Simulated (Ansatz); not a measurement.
## Ru: equation of state with wPBEh

The system is Ru.

```xyz
2
Lattice="2.7058 0.0000 0.0000 -1.3529 2.3433 0.0000 0.0000 0.0000 4.2819" Properties=species:S:1:pos:R:3 pbc="T T T"
Ru    1.3529    0.7811    3.2114
Ru    0.0000    1.5622    1.0705
```

```json
{
 "Program": "Ansatz 0.2.0",
 "Task": "equation of state",
 "Functional": "wPBEh",
 "Potentials or basis": "Ansatz PAW",
 "Cutoff": "420 eV",
 "Density cutoff": "1680 eV",
 "k mesh": "6 × 6 × 3",
 "Occupations": "fermi-dirac, width 0.05 eV",
 "Spin": "no spin polarisation"
}
```

The equilibrium volume is 13.38 Å³/atom, the bulk modulus at fixed shape and positions is 354 GPa and the pressure derivative of the bulk modulus is 4.8.

Energy against volume, from the lowest point:
| volume (Å³/atom) | energy (meV/atom) |
| --- | --- |
| 12.760 | 34.16 |
| 13.032 | 10.00 |
| 13.303 | 0.00 |
| 13.575 | 2.60 |
| 13.846 | 16.39 |
| 14.118 | 40.10 |
| 14.389 | 72.64 |

All runs of the series together: 54 s on 2 threads of Arm Neoverse V1, with other jobs on the host.

Caveat: the k mesh is coarse (spacing up to 0.49 Å⁻¹), so the values aren't converged; the cell was scaled at fixed shape and fractional positions, which overstates the stiffness of a crystal with free parameters, most of all of layers and chains.
